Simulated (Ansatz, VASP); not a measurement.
# ZnS in two plane-wave programs, part 2 of 2

Aim: how closely do two programs agree when they are given the same cell, functional and k mesh?  Other levels of theory on this material are compared in a session of their own.

VASP 6.6.1 and Ansatz 0.2.0.

So far. Step 3 (VASP: band structure, r2SCAN): The run ends at a pressure of -0.85 GPa.

The database entry behind the starting cell differs from later determinations by our own check (about 0.1 % short), so it need not match the best structure at ambient conditions.

## (6) VASP: band structure, BLYP

Level of this step: BLYP; plane waves and PAW (Zn, S) (VASP).

The same cell, functional (in two slightly different forms), mesh and smearing now go to VASP, with its own data sets and cutoff.

INCAR

```
SYSTEM = ZnS
PREC = Accurate
ENCUT = 400
EDIFF = 1E-06
NELM = 100
ISMEAR = 0
SIGMA = 0.02
LREAL = .FALSE.
ALGO = Normal
GGA = B5
ALDAX = 1
AGGAX = 1
AGGAC = 1
ALDAC = 0
NBANDS = 21
LORBIT = 11
LWAVE = .FALSE.
LCHARG = .FALSE.
KPAR = 4
```

POSCAR

```
ZnS
1.0
    0.0000000000      2.7020000000      2.7020000000
    2.7020000000      0.0000000000      2.7020000000
    2.7020000000      2.7020000000      0.0000000000
Zn S
1 1
Direct
    0.2500000000      0.2500000000      0.2500000000
    0.0000000000      0.0000000000      0.0000000000
```

KPOINTS

```
Automatic mesh
0
Gamma
5 5 5
0 0 0
```

KPOINTS_OPT

```
Line mode
16
Line-mode
Reciprocal
  0.00000000   0.00000000   0.00000000 GAMMA
  0.50000000   0.00000000   0.50000000 X

  0.50000000   0.00000000   0.50000000 X
  0.50000000   0.25000000   0.75000000 W

  0.50000000   0.25000000   0.75000000 W
  0.37500000   0.37500000   0.75000000 K

  0.37500000   0.37500000   0.75000000 K
  0.00000000   0.00000000   0.00000000 GAMMA

  0.00000000   0.00000000   0.00000000 GAMMA
  0.50000000   0.50000000   0.50000000 L

  0.50000000   0.50000000   0.50000000 L
  0.62500000   0.25000000   0.62500000 U

  0.62500000   0.25000000   0.62500000 U
  0.50000000   0.25000000   0.75000000 W

  0.50000000   0.25000000   0.75000000 W
  0.50000000   0.50000000   0.50000000 L

  0.50000000   0.50000000   0.50000000 L
  0.37500000   0.37500000   0.75000000 K

  0.62500000   0.25000000   0.62500000 U
  0.50000000   0.00000000   0.50000000 X
```

Potentials, in the order of the species: Zn and S (PBE family, release 64).

Run with:

```console
> mpirun -np 4 vasp_std
```

Numbers of over 12 decimals in the logs are rounded to 6 here.

Output:

```text
[banner, memory and clock lines left out]
running    4 mpi-ranks, on    1 nodes
[...]
[... a notice as in an earlier step ...]

 LDA part: xc-table for (Slater(with rela. corr.)+VWN5), standard interpolation
 POSCAR, INCAR and KPOINTS ok, starting setup
[...]
entering main loop
       N       E                     dE             d eps       ncg     rms          rms(c)
DAV:   1     0.921357123563E+02    0.92136E+02   -0.66026E+03   428   0.842E+02
DAV:   2     0.140390757159E+01   -0.90732E+02   -0.82324E+02   455   0.218E+02
DAV:   3    -0.619444989460E+01   -0.75984E+01   -0.75138E+01   495   0.582E+01
DAV:   4    -0.628842809424E+01   -0.93978E-01   -0.93904E-01   475   0.653E+00
[...]
DAV:  10    -0.576598304107E+01   -0.32305E-04   -0.60358E-05   500   0.514E-02    0.484E-02
DAV:  11    -0.576600558185E+01   -0.22541E-04   -0.20902E-05   450   0.278E-02    0.190E-02
DAV:  12    -0.576600578890E+01   -0.20705E-06   -0.23665E-07   393   0.460E-03
   1 F= -.57660058E+01 E0= -.57660058E+01  d E =-.475695E-45
 Start KPOINTS_OPT (optional k-point list driver)
k-point batch [1-10\160]
       N       E                     dE             ncg
DAV:   1     0.529324410095E+03   -0.77977E+03      420
DAV:   2    -0.404380315125E+03   -0.93370E+03      450
DAV:   3    -0.483841228456E+03   -0.79461E+02      475
DAV:   4    -0.484738127303E+03   -0.89690E+00      495
DAV:   5    -0.484742846399E+03   -0.47191E-02      498
DAV:   6    -0.484742885853E+03   -0.39453E-04      491
DAV:   7    -0.484742886201E+03   -0.34789E-06      428
[...]
k-point batch [151-160\160]
       N       E                     dE             ncg
DAV:   1     0.393871858338E+03   -0.56403E+04      420
DAV:   2    -0.506311952127E+03   -0.90018E+03      441
DAV:   3    -0.575358140419E+03   -0.69046E+02      537
DAV:   4    -0.576133370462E+03   -0.77523E+00      480
DAV:   5    -0.576136892774E+03   -0.35223E-02      485
DAV:   6    -0.576136923207E+03   -0.30433E-04      500
DAV:   7    -0.576136923520E+03   -0.31274E-06      426
```

From OUTCAR (step 6):

```text
  Total        1.3182753      1.3182753      1.3182753     -0.0000000      0.0000000      0.0000000
  in kB       53.5341203     53.5341203     53.5341203     -0.0000000      0.0000000      0.0000000
  external PRESSURE =      53.5341203 kB  Pullay stress =       0.0000000 kB

 POSITION                                       TOTAL-FORCE (eV/Angst)
 -----------------------------------------------------------------------------------
      1.35100      1.35100      1.35100        -0.000000      0.000000      0.000000
      0.00000      0.00000      0.00000         0.000000     -0.000000     -0.000000
 -----------------------------------------------------------------------------------
    total drift:                               -0.000000     -0.000000     -0.000000

  FREE ENERGIE OF THE ION-ELECTRON SYSTEM (eV)
  ---------------------------------------------------
  free  energy   TOTEN  =        -5.7660057889 eV

  energy  without entropy=       -5.7660057889  energy(sigma->0) =       -5.76600579

[... 2 parts as in an earlier step ...]

[... 1 further part left out ...]
[key lines of the parts left out:]
E-fermi :   2.6840
```

At this level the cell is under a pressure of 5.4 GPa, so at these settings it is away from equilibrium.

## (7) Side by side

What differs besides the data sets and the points named for the pairs above, as far as they apply: the cutoff is 420 eV in Ansatz and 400 eV in VASP; Ansatz makes its cores anew for this functional, VASP keeps those of its PBE data sets; VASP leaves aspherical gradient terms in its spheres out (LASPH is not set), Ansatz keeps them; VASP's log shows a relativistic correction to its local exchange, Ansatz's none. Total energies have different zeros and are not compared.

Compared:

```csv
quantity,Ansatz,VASP,difference
pressure (GPa),5.48,5.35,+0.13
gap over the path points (eV),2.088,2.119,-0.031
```

Levels at points of the path, from each program's valence-band top (eV; 4 filled, then empty):

```csv
k (reciprocal lattice),Ansatz,VASP
0.000 0.000 0.000,-5.96 0.00 0.00 0.00 2.09 6.41 6.41,-5.96 0.00 0.00 0.00 2.12 6.44 6.44
0.167 0.000 0.167,-5.94 -1.58 -0.66 -0.66 3.79 5.34 7.46,-5.94 -1.58 -0.66 -0.66 3.82 5.37 7.50
0.333 0.000 0.333,-5.90 -3.50 -1.72 -1.72 4.04 4.49 9.45,-5.90 -3.50 -1.72 -1.72 4.05 4.52 9.49
0.500 0.000 0.500,-5.73 -4.58 -2.19 -2.19 3.55 4.09 10.99,-5.73 -4.58 -2.19 -2.19 3.56 4.12 11.02
0.500 0.083 0.583,-5.69 -4.58 -2.32 -2.32 3.95 4.45 10.30,-5.69 -4.58 -2.32 -2.32 3.96 4.47 10.35
0.500 0.183 0.683,-5.59 -4.59 -2.61 -2.60 5.20 5.50 8.70,-5.58 -4.58 -2.61 -2.60 5.22 5.54 8.73
0.500 0.250 0.750,-5.56 -4.59 -2.69 -2.68 5.83 5.95 7.90,-5.56 -4.59 -2.69 -2.68 5.84 5.99 7.93
0.450 0.300 0.750,-5.58 -4.60 -2.92 -2.27 5.13 5.99 8.31,-5.58 -4.59 -2.92 -2.27 5.15 6.02 8.34
0.408 0.342 0.750,-5.60 -4.61 -3.03 -1.90 4.42 5.98 9.06,-5.60 -4.61 -3.03 -1.90 4.43 6.01 9.11
0.350 0.350 0.700,-5.63 -4.61 -3.12 -1.62 4.38 6.41 9.13,-5.62 -4.61 -3.12 -1.62 4.39 6.44 9.17
```

Among the levels compared at these points, filled levels agree within 6 meV and empty ones within 52 meV. Ansatz's pressure holds a Pulay correction of 0.05 GPa; VASP's holds none.

## (8) Summary of results

```
difference in gap over the path points (band structure, r2SCAN) : -0.0083 eV
difference in gap over the path points (band structure, BLYP)   : -0.031 eV
```

The difference in gap over the path points is -0.031 eV (band structure, BLYP), within the 0.08 eV picked in this series as the mark of a large difference. 3 further runs of this series are not shown here. Such differences can come from data sets, numerical settings and the points named under the comparisons, not from the functional's error against experiment.

[Lines on the potential files, build, host, timing and source positions are cut from VASP's logs without a mark.]

[Logs are printed without paths, hosts, clocks, repeated set-up lines and the standing remarks that a program may print on its own settings, such as how far it seeks lower states.]

[Hosts, paths, dates, database ids (printed as entryN), source tags and the programs' standing remarks are cut or masked in the printed files.]
